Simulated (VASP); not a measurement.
A run of VASP 6.6.1 is set up as follows.

INCAR

```
PREC = Accurate
ENCUT = 520
EDIFF = 1E-6
ISMEAR = 0
SIGMA = 0.05
LREAL = False
LASPH = True
NELM = 100
ALGO = Normal
ISIF = 2
LWAVE = False
LCHARG = False
ISPIN = 2
MAGMOM = 1 0
LORBIT = 11
LMAXMIX = 4
LDAU = True
LDAUTYPE = 2
LDAUL = 2 -1
LDAUU = 7 0
LDAUJ = 0 0
LDAUPRINT = 1
GGA = CA
```

The input KPOINTS:

```
regular mesh
0
Gamma
  5 5 5
```

File POSCAR:

```
TiTe
1.0
    0.0000000000      3.3105989600      3.3105989600
    3.3105989600      0.0000000000      3.3105989600
    3.3105989600      3.3105989600      0.0000000000
Ti Te
1 1
Direct
    0.0000000000      0.0000000000      0.0000000000
    0.2500000000      0.2500000000      0.2500000000
```

Potentials or basis: VASP PAW LDA potentials, release 64 (Ti_sv, Te).

Launch:

```console
$ cat potpaw_LDA.64/Ti_sv/POTCAR potpaw_LDA.64/Te/POTCAR > POTCAR
$ mpirun -np 1 vasp_std > vasp.out
```

What does it give for the site moments?

Ti +1.60; Te -0.12 μB.

Estimate the pressure.

-5.1 GPa.

Estimate the band gap on the k mesh.

none (metal or under the smearing width).

Estimate the net moment.

2.00 μB per cell.

Eigenvalues of the final occupation matrices:
| site | spin | trace | eigenvalues |
| --- | --- | --- | --- |
| site 1 d | 1 | 1.70 | 0.31 0.31 0.36 0.36 0.36 |
| site 1 d | 2 | 0.12 | 0.01 0.01 0.03 0.03 0.03 |

Caveat: the U is typed as a test and isn't derived for this compound. The run has no spin-orbit coupling, so splittings on Te are missing.
